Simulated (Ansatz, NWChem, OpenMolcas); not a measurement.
**Errors in the dipole moment**

6 molecules with oxygen; the dipole moment in D, computed less measured. Shapes, held fixed at every level: PBE0-D4/def2-TZVP. No vibrational averaging. Dipoles are compared by magnitude; molecules under 1 D, whose direction can flip, are left out. Programs: Ansatz 0.2.0, NWChem 7.3.0, OpenMolcas 26.06. A level may come from different programs for different species; with the same settings they agree closely. Measured values: NIST CCCBDB.

Levels: A = HF/def2-SVP; B = B3LYP/6-31G* (spherical functions); C = PBE0/def2-SVP.

```csv
molecule,measured,A,B,C
H2O (water),1.85,+0.28,+0.22,+0.15
SCl2O2 (sulfuryl chloride),1.81,+0.48,-0.33,-0.18
C3H3NO (SMILES c1cocn1),1.50,+0.02,+0.05,+0.05
C3H6O (propylene oxide),2.01,+0.37,-0.08,-0.04
C3H6O (acetone),2.88,+0.40,-0.09,-0.01
C3H6O (oxetane),1.94,+0.36,0.00,+0.03
```

(1) Sum up the errors.

## Answers

(1) 
```csv
level,kind,mean error,mean absolute error,worst case
HF/def2-SVP,Hartree–Fock,+0.318,0.318,SCl2O2
B3LYP/6-31G* (spherical functions),global hybrid,-0.038,0.128,SCl2O2
PBE0/def2-SVP,global hybrid,0.000,0.077,SCl2O2
```

On this set PBE0/def2-SVP has the smallest mean absolute error and HF/def2-SVP the largest. HF/def2-SVP is too high in 6 of 6. The levels differ in basis as well as in method. The set is small.
